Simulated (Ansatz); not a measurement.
Cu₂O, space group Pn-3m: an equation of state with a fit, run with the Ansatz DFT code, driven from Python.

Script `cu2o_eos.py`:
```python
# -*- coding: utf-8 -*-
"""Energy against volume for Cu2O, with a fit."""

import warnings

import ansatz as az
from ase.eos import EquationOfState
from ase.units import GPa
import numpy as np

VECTORS = np.array([
    [4.26, 0.0, 0.0],
    [0.0, 4.26, 0.0],
    [0.0, 0.0, 4.26],
])
SITES = [
    ("Cu", (0.25, 0.25, 0.25)),
    ("Cu", (0.25, 0.75, 0.75)),
    ("Cu", (0.75, 0.75, 0.25)),
    ("Cu", (0.75, 0.25, 0.75)),
    ("O", (0.0, 0.0, 0.0)),
    ("O", (0.5, 0.5, 0.5)),
]


def crystal_on(cell):
    crystal = az.Crystal(lattice=az.Lattice.of(cell))
    for symbol, position in SITES:
        crystal = crystal.atom(symbol, position)
    return crystal

warnings.simplefilter("ignore", az.DeckWarning)

# scale the volume, keep shape and fractions
volumes, energies, pressures = [], [], []
for scale in np.linspace(0.88, 1.12, 7):
    cell = VECTORS * scale ** (1 / 3)
    setup = crystal_on(cell).calculation()
    setup = setup.functional("PBE")
    setup = setup.occupations("fermi_dirac", width=0.05)
    setup = setup.basis(500).kpoints(6, 6, 6)
    setup = setup.stress()
    summary = setup.run(threads=1, pin="off").report
    volumes.append(abs(np.linalg.det(cell)) / len(SITES))
    energies.append(summary["free_energy_ev"] / len(SITES))
    pressures.append(np.trace(summary["stress_gpa"]) / 3)
    print(f"V = {volumes[-1]:8.4f} A^3/atom  F = {energies[-1]:.5f} eV/atom  P = {pressures[-1]:8.3f} GPa")

eos = EquationOfState(volumes, energies, eos="vinet")
v0, e0, bulk = eos.fit()
print(f"V0 = {v0:.4f} A^3/atom, E0 = {e0:.5f} eV/atom, B = {bulk / GPa:.1f} GPa")
```

Its results, one of them left out:

| V (Å³/atom) | F less the lowest row shown (meV/atom) |
| --- | --- |
| 11.339 | ? |
| 11.854 | 61.80 |
| 12.369 | 22.05 |
| 12.885 | 2.82 |
| 13.400 | 0.00 |
| 13.916 | 10.30 |
| 14.431 | 31.07 |

What is the missing energy at 11.339 Å³ an atom?

A third-order Birch-Murnaghan fit, E = E0 + (9 V0 B0 / 16) [(t - 1)³ B' + (t - 1)² (6 - 4t)] with t = (V0/V)^(2/3), through the 6 rows shown gives V0 = 13.239 Å³, B0 = 111.8 GPa, B' = 4.73 and E0 = -0.66 meV. At V = 11.339 Å³, t = 1.10885, and the fit extrapolates to 127.36 meV. The run gave 127.33 meV, a miss of 0.03 meV.

What to keep in mind:
- The run is spin-unpolarised.
- Shape and fractional positions are held along the curve, so the bulk modulus is an upper value where they are free to relax.
- Of the deposited cell: the entry's cell lengths or inner coordinates differ somewhat from later room-temperature determinations.
- Pressure is positive in compression.
- Without a Hubbard U or exact exchange, semilocal functionals often make such 3d compounds metallic or too weakly gapped.
- The starting cell is as deposited in a crystallographic database; the results hold for this polymorph, which needn't be the stable one.
- Run time: 30 s on 1 thread of Arm Neoverse V2 (shared host), peak memory 0.47 GiB.
